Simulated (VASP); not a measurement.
VASP 6.6.1, LDA single-point calculation, BaS (distorted zincblende)

INCAR

```
SIGMA = 0.02
NSW = 0
PREC = Accurate
NBANDS = 15
LCHARG = .FALSE.
ISIF = 2
LWAVE = .FALSE.
ENCUT = 520
EDIFF = 1E-7
IBRION = -1
LREAL = .FALSE.
GGA = CA
LASPH = .TRUE.
ISMEAR = -1
NELM = 120
```

KPOINTS

```
KPOINTS created by Atomic Simulation Environment
0
Gamma
6 6 6
0 0 0
```

POSCAR

```
Ba S
 1.0000000000000000
     0.0618000000000000    3.5565000000000002    3.6120000000000001
     3.5409999999999999    0.0270000000000000    3.6469000000000000
     3.5369999999999999    3.5874000000000001    0.0309000000000000
 Ba  S
   1   1
Cartesian
  7.0219307799999999  3.6246137100000002  3.6743764000000003
  1.7324954000000001  1.7384987100000002  1.9267894100000000
```

VASP ran with the recommended LDA PAW datasets (16 valence electrons in the cell).

Command

```
mpirun -np 1 vasp_std
```

From OUTCAR

```
k-points           NKPTS =    112   k-points in BZ     NKDIM =    112   number of bands    NBANDS=     15

   NELECT =      16.0000    total number of electrons

   dimension x,y,z NGX =    40 NGY =   40 NGZ =   40
   dimension x,y,z NGXF=    80 NGYF=   80 NGZF=   80

  energy-cutoff  :      520.00
  volume of cell :       90.22
      direct lattice vectors                 reciprocal lattice vectors
     0.061800000  3.556500000  3.612000000    -0.145007794  0.141766842  0.139747427
     3.541000000  0.027000000  3.646900000     0.142411123 -0.141590222  0.136978022
     3.537000000  3.587400000  0.030900000     0.142686937  0.139273335 -0.139574659

 k-points in reciprocal lattice and weights: KPOINTS created by Atomic Simulation Env
   0.00000000  0.00000000  0.00000000       0.005
   0.16666667  0.00000000  0.00000000       0.009
   0.33333333 -0.00000000  0.00000000       0.009
   0.50000000  0.00000000 -0.00000000       0.005
   0.00000000  0.16666667 -0.00000000       0.009
   0.16666667  0.16666667 -0.00000000       0.009
   0.33333333  0.16666667  0.00000000       0.009
   0.50000000  0.16666667 -0.00000000       0.009
   ...

 E-fermi :  -0.1063

 k-point     1 :       0.0000    0.0000    0.0000
  band No.  band energies     occupation
      1     -26.6706      2.00000
      2     -11.8728      2.00000
      3     -11.8653      2.00000
      4     -11.8609      2.00000
      5     -10.3510      2.00000
      6      -1.2237      2.00000
      7      -1.1892      2.00000
      8      -1.1393      2.00000
      9       1.8379      0.00000
     10       4.2348      0.00000
     11       4.3998      0.00000
     12       5.9040      0.00000
     13       6.0894      0.00000
     14       6.5186      0.00000
     15       8.7691      0.00000

 k-point     2 :       0.1667    0.0000    0.0000
  band No.  band energies     occupation
      1     -26.6671      2.00000
      2     -12.0551      2.00000
      3     -11.8762      2.00000
      4     -11.8694      2.00000
      5     -10.1588      2.00000
      6      -1.2790      2.00000
      7      -1.1334      2.00000
      8      -1.0923      2.00000
      9       2.4207      0.00000
     10       4.0526      0.00000
     11       4.1609      0.00000
     12       5.8932      0.00000
     13       6.3805      0.00000
     14       6.6521      0.00000
     15       7.7261      0.00000

 k-point     3 :       0.3333   -0.0000    0.0000
  band No.  band energies     occupation
      1     -26.6603      2.00000
      2     -12.3336      2.00000
      3     -11.8986      2.00000
      4     -11.8854      2.00000
      5      -9.8692      2.00000
      6      -1.2551      2.00000
      7      -1.0025      2.00000
      8      -0.9596      2.00000
      9       3.3039      0.00000
     10       4.0459      0.00000
     11       4.2211      0.00000
     12       5.1380      0.00000
     13       6.1813      0.00000
     14       6.2902      0.00000
     15       6.8787      0.00000

 k-point     4 :       0.5000    0.0000   -0.0000
  band No.  band energies     occupation
      1     -26.6568      2.00000
      2     -12.4486      2.00000
      3     -11.9097      2.00000
      4     -11.8933      2.00000
      5      -9.7532      2.00000
      6      -1.1473      2.00000
      7      -0.9674      2.00000
      8      -0.8780      2.00000
      9       3.5340      0.00000
     10       4.2428      0.00000
     11       4.4899      0.00000
     12       4.6855      0.00000
     13       5.4864      0.00000
     14       5.6634      0.00000
     15       7.8757      0.00000

 k-point     5 :       0.0000    0.1667   -0.0000
  band No.  band energies     occupation
      1     -26.6673      2.00000
      2     -12.0713      2.00000
      3     -11.8711      2.00000
      4     -11.8686      2.00000
      5     -10.1396      2.00000
      6      -1.3037      2.00000
      7      -1.1098      2.00000
      8      -1.0704      2.00000
      9       2.3975      0.00000
     10       4.0357      0.00000
     11       4.1552      0.00000
     12       5.9853      0.00000
     13       6.3558      0.00000
     14       6.5258      0.00000
     15       7.5073      0.00000

 k-point     6 :       0.1667    0.1667   -0.0000
  band No.  band energies     occupation
      1     -26.6666      2.00000
      2     -12.0722      2.00000
      3     -11.8883      2.00000
      4     -11.8815      2.00000
      5     -10.1160      2.00000
      6      -1.4027      2.00000
      7      -1.0586      2.00000
      8      -1.0139      2.00000
      9       2.5798      0.00000
     10       3.5535      0.00000
     11       4.6042      0.00000
     12       6.0577      0.00000
     13       6.2606      0.00000
     14       6.5455      0.00000
     15       8.1396      0.00000

 k-point     7 :       0.3333    0.1667    0.0000
  band No.  band energies     occupation
      1     -26.6611      2.00000
      2     -12.2770      2.00000
      3     -11.9204      2.00000
      4     -11.9009      2.00000
      5      -9.8817      2.00000
      6      -1.4235      2.00000
      7      -0.9366      2.00000
      8      -0.8988      2.00000
      9       3.0939      0.00000
     10       3.6375      0.00000
     11       4.7448      0.00000
     12       5.5081      0.00000
     13       6.0249      0.00000
     14       6.6513      0.00000
     15       7.3213      0.00000

 k-point     8 :       0.5000    0.1667   -0.0000
  band No.  band energies     occupation
      1     -26.6563      2.00000
      2     -12.4340      2.00000
      3     -11.9549      2.00000
      4     -11.9064      2.00000
      5      -9.7038      2.00000
      6      -1.2048      2.00000
      7      -0.8997      2.00000
      8      -0.8530      2.00000
      9       3.1555      0.00000
     10       3.7906      0.00000
     11       4.7312      0.00000
     12       5.2646      0.00000
     13       5.6407      0.00000
     14       6.3717      0.00000
     15       7.7498      0.00000

 k-point     9 :      -0.3333    0.1667   -0.0000
  band No.  band energies     occupation
      1     -26.6570      2.00000
      2     -12.4270      2.00000
      3     -11.9510      2.00000
      4     -11.8930      2.00000
      5      -9.7196      2.00000
      6      -1.1724      2.00000
      7      -0.9329      2.00000
      8      -0.8878      2.00000
      9       3.2129      0.00000
     10       4.0005      0.00000
     11       4.1438      0.00000
     12       5.1484      0.00000
     13       6.1938      0.00000
     14       6.4103      0.00000
     15       7.4520      0.00000

 k-point    10 :      -0.1667    0.1667   -0.0000
  band No.  band energies     occupation
      1     -26.6625      2.00000
      2     -12.2640      2.00000
      3     -11.9064      2.00000
      4     -11.8742      2.00000
      5      -9.9195      2.00000
      6      -1.3292      2.00000
      7      -1.0315      2.00000
      8      -0.9453      2.00000
      9       3.0519      0.00000
     10       3.7637      0.00000
     11       4.1587      0.00000
     12       5.5799      0.00000
     13       6.3375      0.00000
     14       6.7595      0.00000
     15       7.2860      0.00000

 k-point    11 :       0.0000    0.3333    0.0000
  band No.  band energies     occupation
      1     -26.6607      2.00000
      2     -12.3638      2.00000
      3     -11.8914      2.00000
      4     -11.8838      2.00000
      5      -9.8203      2.00000
      6      -1.2774      2.00000
      7      -0.9601      2.00000
      8      -0.9269      2.00000
      9       3.2559      0.00000
     10       4.0233      0.00000
     11       4.1754      0.00000
     12       5.0536      0.00000
     13       6.0291      0.00000
     14       6.2002      0.00000
     15       6.8736      0.00000

 k-point    12 :       0.1667    0.3333    0.0000
  band No.  band energies     occupation
      1     -26.6614      2.00000
      2     -12.2984      2.00000
      3     -11.9148      2.00000
      4     -11.8999      2.00000
      5      -9.8490      2.00000
      6      -1.4159      2.00000
      7      -0.9310      2.00000
      8      -0.8671      2.00000
      9       3.0811      0.00000
     10       3.5663      0.00000
     11       4.6740      0.00000
     12       5.4078      0.00000
     13       5.8935      0.00000
     14       6.7333      0.00000
     15       7.3955      0.00000

 k-point    13 :       0.3333    0.3333    0.0000
  band No.  band energies     occupation
      1     -26.6587      2.00000
      2     -12.3677      2.00000
      3     -11.9306      2.00000
      4     -11.9216      2.00000
      5      -9.7599      2.00000
      6      -1.5980      2.00000
      7      -0.7475      2.00000
      8      -0.7088      2.00000
      9       2.7042      0.00000
     10       4.0372      0.00000
     11       5.1551      0.00000
     12       5.6335      0.00000
     13       5.8173      0.00000
     14       6.0375      0.00000
     15       8.5431      0.00000

 ...

  Total       -1.2045306     -1.2680320     -1.3647710     -0.5243682     -0.0311136      0.0581050
  in kB      -21.3916269    -22.5193673    -24.2373835     -9.3124151     -0.5525562      1.0319053
  external PRESSURE =     -22.7161259 kB  Pullay stress =       0.0000000 kB

 POSITION                                       TOTAL-FORCE (eV/Angst)
 -----------------------------------------------------------------------------------
      7.02193      3.62461      3.67438         0.044337     -0.127150      0.376924
      1.73250      1.73850      1.92679        -0.044337      0.127150     -0.376924
 -----------------------------------------------------------------------------------
    total drift:                               -0.000068      0.000089     -0.000080

  FREE ENERGIE OF THE ION-ELECTRON SYSTEM (eV)
  ---------------------------------------------------
  free  energy   TOTEN  =       -10.4430567047 eV

  energy  without entropy=      -10.4430567047  energy(sigma->0) =      -10.44305670
```

```
gap between bands v and c on the k mesh : 2.37 eV
least direct gap on the k mesh          : 2.98 eV
pressure                                : -2.3 GPa
largest force                           : 0.40 eV/Å
```

Band v is the last that the valence electrons fill when counted band by band, and c is the next.

The run took about 63 s on one core of a shared host (Intel Xeon 6975P-C) and held 0.29 GiB at most.
